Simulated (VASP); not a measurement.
# V (Im-3m) in VASP: a series of runs

The runs below take V through single point, with RPBE.

All numbers are computed with VASP 6.6.1; they aren't measurements. Logs are shortened: lines on timing, memory, paths and dates and some standing lists are left out, and cuts for length are marked.

## 1. The crystal as given

The structure is cubic, space group Im-3m (No. 229). The conventional cell has a = 3.029 Å, b = 3.029 Å, c = 3.029 Å, α = 90.00°, β = 90.00°, γ = 90.00°. V (site symmetry m-3m) is surrounded by 8 V at 2.62 Å.

## 2. Single point, RPBE, collinear spin, ferromagnetic start

INCAR reads:

```
ALGO = Normal
EDIFF = 1E-6
ENCUT = 520
GGA = RP
ISIF = 2
ISMEAR = 0
ISPIN = 2
LASPH = T
LCHARG = F
LMAXMIX = 4
LORBIT = 11
LREAL = F
LWAVE = F
MAGMOM = 2
NELM = 150
PREC = Accurate
SIGMA = 0.1
```

KPOINTS reads:

```
k-points
0
Gamma
  12 12 12
```

POSCAR reads:

```
V
1.0
   -1.5143500000      1.5143500000      1.5143500000
    1.5143500000     -1.5143500000      1.5143500000
    1.5143500000      1.5143500000     -1.5143500000
V
1
Direct
    0.0000000000      0.0000000000      0.0000000000
```

Potentials or basis: VASP PAW PBE potentials, release 64 (V_sv).

On the command line:

```sh
$ cat potpaw_PBE.64/V_sv/POTCAR > POTCAR
$ mpirun -np 1 vasp_std > vasp.out
```

OUTCAR:

```text
EDIFF = 1E-6
   ENCUT = 520
   GGA = RP
   ISIF = 2
   ISMEAR = 0
   ISPIN = 2
   LASPH = T
   LORBIT = 11
   LREAL = F
   NELM = 150
   PREC = Accurate

 ion  position               nearest neighbor table
   1  0.000  0.000  0.000-

  LATTYP: Found a body centered cubic cell.
 ALAT       =     3.0287000000

  Lattice vectors:

 A1 = (  -1.5143500000,   1.5143500000,   1.5143500000)
 A2 = (   1.5143500000,  -1.5143500000,   1.5143500000)
 A3 = (   1.5143500000,   1.5143500000,  -1.5143500000)

Analysis of symmetry for initial positions (statically):
=====================================================================
 Subroutine PRICEL returns:
 Original cell was already a primitive cell.

 Routine SETGRP: Setting up the symmetry group for a
 body centered cubic supercell.

 Subroutine GETGRP returns: Found 48 space group operations
 (whereof 48 operations were pure point group operations)
 out of a pool of 48 trial point group operations.

The static configuration has the point symmetry O_h .

Analysis of symmetry for dynamics (positions and initial velocities):
=====================================================================
 Subroutine PRICEL returns:
 Original cell was already a primitive cell.

 Routine SETGRP: Setting up the symmetry group for a
 body centered cubic supercell.

 Subroutine GETGRP returns: Found 48 space group operations
 (whereof 48 operations were pure point group operations)
 out of a pool of 48 trial point group operations.

The dynamic configuration has the point symmetry O_h .

Analysis of structural, dynamic, and magnetic symmetry:
=====================================================================
 Subroutine PRICEL returns:
 Original cell was already a primitive cell.

 Routine SETGRP: Setting up the symmetry group for a
 body centered cubic supercell.

 Subroutine GETGRP returns: Found 48 space group operations
 (whereof 48 operations were pure point group operations)
 out of a pool of 48 trial point group operations.

The overall configuration has the point symmetry O_h .

 Subroutine INISYM returns: Found 48 space group operations
 (whereof 48 operations are pure point group operations),
 and found     1 'primitive' translations

----------------------------------------------------------------------------------------

                                     Primitive cell

  volume of cell :      13.8912

  direct lattice vectors                    reciprocal lattice vectors
    -1.514350000  1.514350000  1.514350000     0.000000000  0.330174662  0.330174662
     1.514350000 -1.514350000  1.514350000     0.330174662  0.000000000  0.330174662
     1.514350000  1.514350000 -1.514350000     0.330174662  0.330174662  0.000000000

  length of vectors
     2.622931140  2.622931140  2.622931140     0.466937486  0.466937486  0.466937486

  position of ions in fractional coordinates (direct lattice)
     0.000000000  0.000000000  0.000000000

  ion indices of the primitive-cell ions
   primitive index   ion index
                 1           1

----------------------------------------------------------------------------------------

 KPOINTS: k-points

Automatic generation of k-mesh.
 Grid dimensions read from file:
 generate k-points for:   12   12   12

 Generating k-lattice:

  Cartesian coordinates                     Fractional coordinates (reciprocal lattice)
     0.000000000  0.027514555  0.027514555     0.083333333  0.000000000  0.000000000
     0.027514555  0.000000000  0.027514555     0.000000000  0.083333333  0.000000000
     0.027514555  0.027514555  0.000000000     0.000000000  0.000000000  0.083333333

  Length of vectors
     0.038911457  0.038911457  0.038911457

  Shift w.r.t. Gamma in fractional coordinates (k-lattice)
     0.000000000  0.000000000  0.000000000

 Subroutine IBZKPT returns following result:
 ===========================================

 Found     72 irreducible k-points:

 Following reciprocal coordinates:
            Coordinates               Weight
  0.000000  0.000000  0.000000      1.000000
  0.083333  0.000000  0.000000     12.000000
  0.166667  0.000000  0.000000     12.000000
  0.250000  0.000000  0.000000     12.000000
  0.333333  0.000000  0.000000     12.000000
  0.416667  0.000000  0.000000     12.000000
[... 16 lines left out ...]
  0.333333  0.083333  0.083333     24.000000
  0.416667  0.083333  0.083333     12.000000
 [... further k-points ...]
   k-points           NKPTS =     72   k-points in BZ     NKDIM =     72   number of bands    NBANDS=     11
   number of dos      NEDOS =    301   number of ions     NIONS =      1
   total plane-waves  NPLWV =   8000
   dimension x,y,z NGX =    20 NGY =   20 NGZ =   20
   dimension x,y,z NGXF=    40 NGYF=   40 NGZF=   40
   ions per type =               1
   NGX,Y,Z   is equivalent  to a cutoff of  12.68, 12.68, 12.68 a.u.
   NGXF,Y,Z  is equivalent  to a cutoff of  25.35, 25.35, 25.35 a.u.
 SYSTEM =  unknown system
   PREC   = accura    normal or accurate (medium, high low for compatibility)
   ISTART =      0    job   : 0-new  1-cont  2-samecut
   ICHARG =      2    charge: 1-file 2-atom 10-const
   ISPIN  =      2    spin polarized calculation?
   LNONCOLLINEAR =      F non collinear calculations
   LSORBIT =      F    spin-orbit coupling
   LASPH  =      T    aspherical Exc in radial PAW
   ENCUT  =  520.0 eV  38.22 Ry    6.18 a.u.   4.88  4.88  4.88*2*pi/ulx,y,z
   NELM   =    150;   NELMIN=  2; NELMDL= -5     # of ELM steps
   EDIFF  = 0.1E-05   stopping-criterion for ELM
   LREAL  =      F    real-space projection
   EDIFFG = 0.1E-04   stopping-criterion for IOM
   NSW    =      0    number of steps for IOM
   IBRION =     -1    ionic relax: 0-MD 1-quasi-New 2-CG
   NFREE  =      0    steps in history (QN), initial steepest desc. (CG)
   ISIF   =      2    stress and relaxation
   ISYM   =      2    0-nonsym 1-usesym 2-fastsym
   POTIM  = 0.5000    time-step for ionic-motion
   TEBEG  =    0.0;   TEEND  =   0.0 temperature during run
   PSTRESS=    0.0 pullay stress
   NELECT =      13.0000    total number of electrons
   NUPDOWN=      -1.0000    fix difference up-down
   EMIN   =  10.00;   EMAX   =-10.00  energy-range for DOS
   EFERMI =   0.00;   METHOD = LEGACY
   ISMEAR =     0;   SIGMA  =   0.10  broadening in eV -4-tet -1-fermi 0-gaus
   EFERMI_NEDOS =   21; number of points for ismear=-14 and -15
   IALGO  =     38    algorithm
   IMIX   =      4    mixing-type and parameters
     AMIX     =   0.40;   BMIX     =  1.00
     AMIX_MAG =   1.60;   BMIX_MAG =  1.00
  volume/ion in A,a.u.               =      13.89        93.74
  Fermi-wavevector in a.u.,A,eV,Ry     =   1.601313  3.026044 34.888125  2.564205
  Thomas-Fermi vector in A             =   2.698311
   LORBIT       =     11    0 simple, 1 ext, 2 COOP (PROOUT), +10 PAW based schemes
   GGA     = RP    functional components
   LHFCALC =     F    Hartree Fock is set to
   AEXX    =    0.0000 exact exchange contribution
   IVDW    =     0    specifies the selected vdW correction
   LEPSILON=     F    determine dielectric tensor
   LRPA    =     F    only Hartree local field effects (RPA)
 spin polarized calculation
 Gauss-broadening in eV      SIGMA  =   0.10
  energy-cutoff  :      520.00
  volume of cell :       13.89
 maximum number of plane-waves:       384
   NGX =  9   NGY =  9   NGZ =  9

 number of electron      12.9999997 magnetization       0.0022521

 Free energy of the ion-electron system (eV)
  ---------------------------------------------------
  ext. energy  EPLUGINS =         0.00000000
  ---------------------------------------------------
  free energy    TOTEN  =        -8.50725839 eV

  energy without entropy =       -8.49612066  energy(sigma->0) =       -8.50168953

 E-fermi :   9.4287     XC(G=0): -12.6198

 val. band max:        9.4272495174   @ k =   0.2500   0.0000   0.0000
 cond. band min:       9.4368113345   @ k =  -0.4167   0.5000   0.1667
 fundamental gap:      0.0095618171
 Fermi energy:         9.4287260895

 spin component 1

 k-point     1 :       0.0000    0.0000    0.0000
  band No.  band energies     occupation
      1     -54.4596      1.00000
      2     -27.7384      1.00000
      3     -27.7384      1.00000
      4     -27.7384      1.00000
      5       2.9124      1.00000
      6       9.8496      0.00000
      7       9.8496      0.00000
      8       9.8496      0.00000
      9      11.7873      0.00000
     10      11.7873      0.00000
     11      29.6611      0.00000
[... 309 lines left out ...]
 k-point    24 :       0.4167    0.0833    0.0833
  band No.  band energies     occupation
      1     -54.2834      1.00000
      2     -28.4920      1.00000
      3     -28.0296      1.00000
      4     -27.7959      1.00000
      5       6.8054      1.00000
      6       8.2838      1.00000
      7      10.0717      0.00000
      8      11.8720      0.00000
      9      12.1423      0.00000
     10      14.6620      0.00000
     11      19.1658      0.00000

 [... further k-points ...]

 spin component 2

 k-point     1 :       0.0000    0.0000    0.0000
  band No.  band energies     occupation
      1     -54.4579      1.00000
      2     -27.7367      1.00000
      3     -27.7367      1.00000
      4     -27.7367      1.00000
      5       2.9138      1.00000
      6       9.8518      0.00000
      7       9.8518      0.00000
      8       9.8518      0.00000
      9      11.7884      0.00000
     10      11.7884      0.00000
     11      29.6624      0.00000
[... 309 lines left out ...]
 k-point    24 :       0.4167    0.0833    0.0833
  band No.  band energies     occupation
      1     -54.2817      1.00000
      2     -28.4903      1.00000
      3     -28.0279      1.00000
      4     -27.7942      1.00000
      5       6.8070      1.00000
      6       8.2859      1.00000
      7      10.0733      0.00000
      8      11.8734      0.00000
      9      12.1434      0.00000
     10      14.6639      0.00000
     11      19.1675      0.00000

 [... further k-points ...]

------------------------ aborting loop because EDIFF is reached ----------------------------------------

  FORCE on cell =-STRESS in cart. coord.  units (eV):
  Direction    XX          YY          ZZ          XY          YZ          ZX
  --------------------------------------------------------------------------------------
  -------------------------------------------------------------------------------------
  Total       -0.0851881     -0.0851881     -0.0851881     -0.0000000     -0.0000000     -0.0000000
  in kB       -9.8254071     -9.8254071     -9.8254071     -0.0000000     -0.0000000     -0.0000000
  external PRESSURE =      -9.8254071 kB  Pullay stress =       0.0000000 kB

 VOLUME and BASIS-vectors are now :
 -----------------------------------------------------------------------------
  energy-cutoff  :      520.00
  volume of cell :       13.89
      direct lattice vectors                 reciprocal lattice vectors
    -1.514350000  1.514350000  1.514350000     0.000000000  0.330174662  0.330174662
     1.514350000 -1.514350000  1.514350000     0.330174662  0.000000000  0.330174662
     1.514350000  1.514350000 -1.514350000     0.330174662  0.330174662  0.000000000

 POSITION                                       TOTAL-FORCE (eV/Angst)
 -----------------------------------------------------------------------------------
      0.00000      0.00000      0.00000         0.000000      0.000000     -0.000000
 -----------------------------------------------------------------------------------
    total drift:                                0.000000     -0.000000      0.000000

  FREE ENERGIE OF THE ION-ELECTRON SYSTEM (eV)
  ---------------------------------------------------
  free  energy   TOTEN  =        -8.5072583934 eV

  energy  without entropy=       -8.4961206635  energy(sigma->0) =       -8.50168953

 total charge

# of ion       s       p       d       tot
------------------------------------------
    1        2.330   6.214   3.046  11.590

 magnetization (x)

# of ion       s       p       d       tot
------------------------------------------
    1        0.000   0.000   0.002   0.002
```

Run time: 18 s. Hardware: 1 thread of Intel Xeon Platinum 8488C (Sapphire Rapids), shared host; peak memory 0.14 GiB.

Results:

```
Free energy                                           : -8.5073 eV
Pressure                                              : -1.0 GPa
Band gap on the k mesh                                : none (metal or under the smearing width)
Net moment                                            : 0.00 μB per cell
Valence electrons inside the program's atomic spheres : V 11.59
```

Caveat: the PAW data sets were made with another functional, which shifts forces and pressure a little.

## 3. Single point, RPBE, collinear spin, ferromagnetic start

run.py reads:

```python
from ase import Atoms
from ase.calculators.vasp import Vasp
from ase.dft.bandgap import bandgap

atoms = Atoms(
    ['V'],
    cell=[[-1.51435, 1.51435, 1.51435], [1.51435, -1.51435, 1.51435], [1.51435, 1.51435, -1.51435]],
    scaled_positions=[[0.0, 0.0, 0.0]],
    pbc=True,
)
atoms.set_initial_magnetic_moments([2.0])
calc = Vasp(
    directory='calc',
    xc='rpbe',
    pp='PBE',
    setups='recommended',
    prec='Accurate',
    encut=520,
    ediff=1e-06,
    ismear=0,
    sigma=0.1,
    lreal=False,
    lasph=True,
    nelm=150,
    algo='Normal',
    isif=2,
    lwave=False,
    lcharg=False,
    ispin=2,
    lorbit=11,
    lmaxmix=4,
    kpts=[12, 12, 12],
    gamma=True,
    nbands=16,
)
atoms.calc = calc

print('energy (eV):', atoms.get_potential_energy())
print('free energy (eV):', atoms.get_potential_energy(force_consistent=True))
print('forces (eV/A):')
print(atoms.get_forces())
print('stress (eV/A^3, Voigt):', atoms.get_stress())
print('Fermi level (eV):', calc.get_fermi_level())
print('moment (muB):', atoms.get_magnetic_moment())
print('site moments (muB):', atoms.get_magnetic_moments())
gap, top, bottom = bandgap(calc)
print('band gap (eV):', gap, 'from (spin, k, band)', top, 'to', bottom)
```

Potentials or basis: VASP PAW PBE potentials, release 64 (V_sv).

On the command line:

```sh
$ python run.py
```

It took 40 s on 1 thread of Intel Xeon Platinum 8488C (Sapphire Rapids), shared host; peak memory 0.14 GiB.

Results (log left out):

```yaml
Free_energy: -8.5073 eV
Pressure: -1.0 GPa
Band_gap_on_the_k_mesh: none (metal or under the smearing width)
Net_moment: 0.00 μB per cell
Valence_electrons_inside_the_program's_atomic_spheres: V 11.59
```

Levels at points of the mesh, in eV from the Fermi level:
Spin up:
```tsv
k point	band 2	band 3	band 4	band 5	band 6	band 7	band 8	band 9	band 10	band 11
(0.00, 0.00, 0.00)	-37.17	-37.17	-37.17	-6.52	0.42	0.42	0.42	2.36	2.36	20.23
(0.50, 0.00, 0.00)	-37.98	-37.42	-37.17	-3.06	-1.05	1.52	2.35	2.70	3.95	9.80
(0.50, 0.50, 0.50)	-37.72	-37.72	-37.72	-2.84	-2.84	3.58	3.58	3.58	9.93	9.93
```
Spin down:
```
           k point  band 3  band 4  band 5  band 6  band 7  band 8  band 9  band 10
(0.00, 0.00, 0.00)  -37.17  -37.17   -6.52    0.42    0.42    0.42    2.36     2.36
(0.50, 0.00, 0.00)  -37.42  -37.17   -3.06   -1.05    1.52    2.35    2.70     3.96
(0.50, 0.50, 0.50)  -37.72  -37.72   -2.84   -2.84    3.58    3.58    3.58     9.94
```

Caveat: the PAW data sets were made with another functional, which shifts forces and pressure a little.
